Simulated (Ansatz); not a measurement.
# A convergence test on SiC (P6_3mc): wavefunction cutoff

Aim: see how gap, energy and time of SiC (P6_3mc) follow the wavefunction cutoff.

Method: DFT, PBE, plane waves, PAW; PAW set soft_1, in Ansatz 0.2.0.

Report form: the programs' logs are mostly left out.

### 1. Set-up

The structure is hexagonal, space group P6_3mc (No. 186). The conventional cell has a = 3.074 Å, b = 3.074 Å, c = 5.045 Å, α = 90.00°, β = 90.00°, γ = 120.00°. Nearest to Si lie 4 C at 1.88 to 1.90 Å. Nearest to C lie 4 Si at 1.88 to 1.90 Å. Farther neighbours are not listed.

The cell and positions are those that the Materials Project relaxed with its own functionals (PBE, PBE+U or r2SCAN), kept fixed.

### 2. Wavefunction cutoff: 190 eV

Contents of input.yaml:

```yaml
crystal:
  lattice:
    - [3.0735139282, 0.0, 0.0]
    - [-1.5367569641, 2.6617411407, 0.0]
    - [0.0, 0.0, 5.04524771]
  atoms:
    - { symbol: Si, position: [0.33333333, 0.66666667, 0.4996024] }
    - { symbol: Si, position: [0.66666667, 0.33333333, 0.9996024] }
    - { symbol: C, position: [0.33333333, 0.66666667, 0.8753976] }
    - { symbol: C, position: [0.66666667, 0.33333333, 0.3753976] }
kpoints:
  mp_grid: { grid: [12, 12, 6] }
  band_path:
    path:
      - [0.0, 0.0, 0.0]
      - [0.5, 0.0, 0.0]
      - [0.33333333, 0.33333333, 0.0]
      - [0.0, 0.0, 0.5]
      - [0.5, 0.0, 0.5]
      - [0.33333333, 0.33333333, 0.5]
    npoints: 1
hamiltonian:
  xc: pbe
  pseudopotentials: { kind: paw, azcp: { folder: soft_1 } }
scf:
  occupations: { method: fermi_dirac, width: 0.02 }
  n_extra_bands: 5
  max_iter: 80
output:
  eigenvalues: true
  write_density: true
  write_potential: true
  elf: true
  volumetric_format: npy
basis:
  ecutwfc: 190.0
```

Started as:

```bash
> ansatz run input.yaml --threads 3 --pin off --max-ram 92160MiB --backend cuda --events-out ev --progress --plain --runs-dir out --devices 1 --max-vram 13GiB
```

Run time: 8.8 s. Hardware: 1 × NVIDIA H100 80GB HBM3 (shared by 6 runs) with 3 threads of AMD EPYC 7R13 (Zen 3), shared host; peak memory 0.86 GiB.

This step gave:

- gap: 1.998 eV
- valence top at: Γ
- conduction bottom at: K
- least direct gap: 3.834 eV

The gap is indirect, with the least direct gap 1.84 eV higher.

### 3. Wavefunction cutoff: 290 eV

Changes to input.yaml since step 2:

```diff
@@ -25,3 +25,3 @@
 scf:
-  occupations: { method: fermi_dirac, width: 0.02 }
+  occupations: { method: fixed }
   n_extra_bands: 5
@@ -35,2 +35,2 @@
 basis:
-  ecutwfc: 190.0
+  ecutwfc: 290.0
```

It took 4.5 s on 1 × NVIDIA H100 80GB HBM3 (shared by 6 runs) with 3 threads; peak memory 0.86 GiB.

Numbers from this step:

| Quantity | Value |
| --- | --- |
| gap | 2.276 eV |
| valence top at | Γ |
| conduction bottom at | K |
| least direct gap | 3.982 eV |

The gap is 2.276 eV, +0.278 eV from the run before at this level.

### 4. Wavefunction cutoff: 420 eV (the default)

input.yaml, the sections that differ from step 3:

```yaml
kpoints:
  mp_grid: { grid: [12, 12, 6] }
  band_path:
    path:
      - [[0.0, 0.0, 0.0], [0.5, 0.0, 0.0], [0.33333333, 0.33333333, 0.0], [0.0, 0.0, 0.0], [0.0, 0.0, 0.5], [0.5, 0.0, 0.5], [0.33333333, 0.33333333, 0.5], [0.0, 0.0, 0.5]]
      - [[0.5, 0.0, 0.5], [0.5, 0.0, 0.0]]
      - [[0.33333333, 0.33333333, 0.5], [0.33333333, 0.33333333, 0.0]]
    npoints: 10
scf:
  occupations: { method: fermi_dirac, width: 0.02 }
  n_extra_bands: 5
# crystal, hamiltonian, output: as in step 3
# basis: removed
```

Wall time 9.2 s (1 × NVIDIA H100 80GB HBM3 (shared by 6 runs) with 3 threads); peak memory 0.87 GiB.

This step gave:

* gap: 2.274 eV
* valence top at: Γ
* conduction bottom at: K
* least direct gap: 3.984 eV

The gap is 2.274 eV, −0.003 eV from the run before at this level.

### 5. Wavefunction cutoff: 630 eV

input.yaml, the sections that differ from step 4:

```yaml
kpoints:
  mp_grid: { grid: [12, 12, 6] }
  band_path:
    path:
      - [0.0, 0.0, 0.0]
      - [0.5, 0.0, 0.0]
      - [0.33333333, 0.33333333, 0.0]
      - [0.0, 0.0, 0.5]
      - [0.5, 0.0, 0.5]
      - [0.33333333, 0.33333333, 0.5]
    npoints: 1
scf:
  occupations: { method: fixed }
  n_extra_bands: 5
  max_iter: 80
output:
  eigenvalues: true
basis:
  ecutwfc: 630.0
# crystal, hamiltonian: as in step 4
```

Wall time 9.7 s (1 × NVIDIA H100 80GB HBM3 (shared by 6 runs) with 3 threads); peak memory 0.86 GiB; 4 s of CPU time.

This step gave:

```yaml
gap: 2.274 eV
valence_top_at: Γ
conduction_bottom_at: K
least_direct_gap: 3.984 eV
```

The gap is 2.274 eV, as in the run before at this level.

### 6. The series

Differences are against the last row; a negative gap means that bands overlap, and a run with a band path holds that path's time. Times are wall times on 1 × NVIDIA H100 80GB HBM3 (shared by 6 runs) with 3 threads of AMD EPYC 7R13 (Zen 3), shared host, good to a factor of about two.

```tsv
wavefunction cutoff	gap (eV)	direct gap (eV)	gap error (eV)	energy error (meV/atom)	irreducible k	time
190 eV	1.998	3.834	−0.276	+915.9	76	8.8 s
290 eV	2.276	3.982	+0.002	+68.6	76	4.5 s
420 eV	2.274	3.984	−0.0003	+1.2	76	9.2 s
630 eV	2.274	3.984	+0.000	+0.0	76	9.7 s
```

### 7. Results

| Quantity | Value |
| --- | --- |
| 190 eV | 1.998 eV |
| 290 eV | 2.276 eV |
| 420 eV | 2.274 eV |
| 630 eV | 2.274 eV |

In words: The gap holds to 0.02 eV from 290 eV on. At 190 eV the gap is off by −0.276 eV and the energy by +916 meV/atom.

[Paths, hosts, dates, memory and timing lines, banners, echoed tables and standing remarks are left out of the program output.]

[Logs are printed without paths, hosts, clocks, repeated set-up lines and the standing remarks that a program may print on its own settings, such as how far it seeks lower states.]

[Runs of the session that timed out or met a known fault of the program may be left out.]

[Cells called generated may have been cut or substituted from an entry of the Crystallography Open Database or the Materials Project.]

[Hosts, paths, dates, database ids (printed as entryN), source tags and the programs' standing remarks are cut or masked in the printed files.]
